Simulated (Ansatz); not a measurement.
**CdSe with a Cd vacancy, one structure, two calculations**

Cell: a supercell of CdSe (wurtzite type, P6_3mc) built from an entry of the Crystallography Open Database (COD), with the ions relaxed around the defect (PBE).

```cif
data_structure
_symmetry_space_group_name_H-M 'P 1'
_symmetry_Int_Tables_number 1
_cell_length_a 8.6000
_cell_length_b 8.6000
_cell_length_c 14.0400
_cell_angle_alpha 90.000
_cell_angle_beta 90.000
_cell_angle_gamma 120.000
_cell_volume 899.28
loop_
_atom_site_label
_atom_site_type_symbol
_atom_site_fract_x
_atom_site_fract_y
_atom_site_fract_z
_atom_site_occupancy
Cd1 Cd 0.16667 0.33333 0.50441 1
Cd2 Cd 0.18217 0.84109 0.99585 1
Cd3 Cd 0.16721 0.83360 0.50336 1
Cd4 Cd 0.65891 0.31783 0.99585 1
Cd5 Cd 0.66640 0.33279 0.50336 1
Cd6 Cd 0.65891 0.84109 0.99585 1
Cd7 Cd 0.66640 0.83360 0.50336 1
Cd8 Cd 0.32388 0.17612 0.24678 1
Cd9 Cd 0.33244 0.16756 0.76428 1
Cd10 Cd 0.32388 0.64776 0.24678 1
Cd11 Cd 0.33244 0.66487 0.76428 1
Cd12 Cd 0.85224 0.17612 0.24678 1
Cd13 Cd 0.83513 0.16756 0.76428 1
Cd14 Cd 0.83333 0.66667 0.24544 1
Cd15 Cd 0.83333 0.66667 0.75651 1
Se16 Se 0.16667 0.33333 0.16507 1
Se17 Se 0.16667 0.33333 0.69164 1
Se18 Se 0.17061 0.83530 0.18873 1
Se19 Se 0.16953 0.83476 0.69241 1
Se20 Se 0.66470 0.32939 0.18873 1
Se21 Se 0.66524 0.33047 0.69241 1
Se22 Se 0.66470 0.83530 0.18873 1
Se23 Se 0.66524 0.83476 0.69241 1
Se24 Se 0.33289 0.16711 0.43765 1
Se25 Se 0.31895 0.18105 0.94915 1
Se26 Se 0.33289 0.66579 0.43765 1
Se27 Se 0.31895 0.63790 0.94915 1
Se28 Se 0.83421 0.16711 0.43765 1
Se29 Se 0.86210 0.18105 0.94915 1
Se30 Se 0.83333 0.66667 0.43795 1
Se31 Se 0.83333 0.66667 0.94432 1
```

Atom numbers follow the list; atoms alike are taken as one site, whose name carries the number of the first.

First run. The numbers come from a DFT calculation in Ansatz (PBE, plane waves and PAW, scalar-relativistic, collinear spin, 420 eV cutoff, Γ-centred 3×3×2 k-points, Fermi–Dirac smearing 0.01 eV, cell charge -1). Start moments as typed (μB): 0 0 0 0 0 0 0 0 0 0 0 0 0 0 0 0.5 0 0 0 0 0 0 0 0 0.5 0 0.5 0 0.5 0 0 by atom.

```csv
site,atom,V_zz (10²¹ V/m²),η,m (μB)
Cd1,1,-0.89,0.00,0.00
Cd2,2,-4.86,0.62,0.00
Cd3,3,0.15,0.89,0.00
Cd8,8,-4.88,0.15,0.00
Cd9,9,-4.91,0.21,0.00
Cd14,14,3.29,0.00,0.00
Cd15,15,-1.68,0.00,0.00
Se16,16,-9.11,0.00,0.02
Se17,17,2.30,0.00,0.01
Se18,18,-4.09,0.28,0.01
Se19,19,2.23,0.07,0.01
Se24,24,-1.26,0.82,0.00
Se25,25,-3.68,0.54,0.05
Se31,31,-0.45,0.00,0.01
```

Second run. The same atoms and settings, except that the functional is r2SCAN and the cutoff is 500 eV.

Question: What does the second run give?

Answer: 

```json
{"site": "Cd1", "atom": "1", "V_zz": "-1.01", "η": "0.00", "change of V_zz": "-0.12", "m (μB)": "0.00"}
{"site": "Cd2", "atom": "2", "V_zz": "-5.25", "η": "0.59", "change of V_zz": "-0.39", "m (μB)": "0.00"}
{"site": "Cd3", "atom": "3", "V_zz": "0.16", "η": "0.70", "change of V_zz": "+0.01", "m (μB)": "0.00"}
{"site": "Cd8", "atom": "8", "V_zz": "-5.29", "η": "0.15", "change of V_zz": "-0.41", "m (μB)": "0.00"}
{"site": "Cd9", "atom": "9", "V_zz": "-5.29", "η": "0.20", "change of V_zz": "-0.38", "m (μB)": "0.00"}
{"site": "Cd14", "atom": "14", "V_zz": "3.55", "η": "0.00", "change of V_zz": "+0.26", "m (μB)": "0.00"}
{"site": "Cd15", "atom": "15", "V_zz": "-1.78", "η": "0.00", "change of V_zz": "-0.10", "m (μB)": "0.00"}
{"site": "Se16", "atom": "16", "V_zz": "-9.18", "η": "0.00", "change of V_zz": "-0.07", "m (μB)": "0.02"}
{"site": "Se17", "atom": "17", "V_zz": "2.00", "η": "0.00", "change of V_zz": "-0.30", "m (μB)": "0.01"}
{"site": "Se18", "atom": "18", "V_zz": "-4.03", "η": "0.29", "change of V_zz": "+0.06", "m (μB)": "0.01"}
{"site": "Se19", "atom": "19", "V_zz": "2.09", "η": "0.09", "change of V_zz": "-0.14", "m (μB)": "0.01"}
{"site": "Se24", "atom": "24", "V_zz": "-1.31", "η": "0.82", "change of V_zz": "-0.05", "m (μB)": "0.00"}
{"site": "Se25", "atom": "25", "V_zz": "-3.25", "η": "0.38", "change of V_zz": "+0.43", "m (μB)": "0.07"}
{"site": "Se31", "atom": "31", "V_zz": "-0.49", "η": "0.00", "change of V_zz": "-0.04", "m (μB)": "0.01"}
```

The largest change of V_zz is on Se25, from -3.68 to -3.25. In per cent, |V_zz| changes by +8 on Cd, -13 to +1 on Se (all sites that start above 2). Where |V_zz| stays above 0.1, η moves most on Cd3, from 0.89 to 0.70. The table leaves out 1 of the 15 sites, with |V_zz| up to 0.33; their tensors move by 0.01 at most along any direction. The statements above cover all sites. The absolute magnetisation of the cell goes from 0.4 to 0.5 μB.

The defect repeats with the cell of 31 atoms, so it feels its images: sites between two images don't show the values beside a lone defect, and zeros or small values of η there can come from the images' arrangement. Cd and Se carry a gradient in the pure host already, so the values there aren't the defect's effect alone. The relaxation keeps the symmetry of the vacancy's site, so distortions that break it, Jahn–Teller ones too, aren't explored. A uniform background compensates the cell's charge. The defect cell has no gap above 0.1 eV on its mesh, so the values can hang on the smearing and the k-mesh. Without spin–orbit coupling (the program notes it for Cd) the gradients can shift somewhat, as the gap is small.
For the second run: The program didn't check the stability of this electronic state in full, so a lower one may lie near.
